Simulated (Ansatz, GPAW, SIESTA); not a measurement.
PbSe: 3 runs at one level of theory

```
Pb Se
1.0
     0.00000    3.06065    3.06065
     3.06065    0.00000    3.06065
     3.06065    3.06065    0.00000
Pb Se
1 1
Direct
  0.00000 0.00000 0.00000
  0.50000 0.50000 0.50000
```

Alike in all runs: task band structure; functional BLYP; k mesh 8 × 8 × 8; occupations fermi-dirac, width 0.05 eV; no spin polarisation; no spin-orbit coupling. Pressure is positive in compression and, in plane waves, holds the error of the finite cutoff. Gaps are the smaller of the mesh's and the band path's.

```tsv
program and potentials	plane-wave cutoff (eV)	notes	band gap (eV)	pressure (GPa)
SIESTA, files PseudoDojo sr-pbe-0.4.1-standard, DZP (energy shift 0.003 Ry; two zetas on semicore shells)	-	atomic basis; potentials made for PBE; 15 valence electrons an atom on average	0.49	7.02
GPAW, PAW data sets generated for this functional	600	10 valence electrons an atom on average	0.37	5.71
Ansatz, all-electron LAPW, scalar-relativistic	-	-	0.41	5.88
```

The band gap spans 0.37 (GPAW, PAW data sets generated for this functional) to 0.49 eV (SIESTA, files PseudoDojo sr-pbe-0.4.1-standard, DZP (energy shift 0.003 Ry; two zetas on semicore shells)), with all-electron results at 0.41. The pressure spans 5.71 (GPAW, PAW data sets generated for this functional) to 7.02 GPa (SIESTA, files PseudoDojo sr-pbe-0.4.1-standard, DZP (energy shift 0.003 Ry; two zetas on semicore shells)), with all-electron results at 5.88. Spin-orbit coupling, left out here, moves the band edges of heavy atoms. Rows in atomic bases carry the error of their basis and grid, which can be large.

Differences between rows come from potentials, basis sets and numerical settings, since the functional is the same but for its coding. Runs on potential files found faulty are left out.
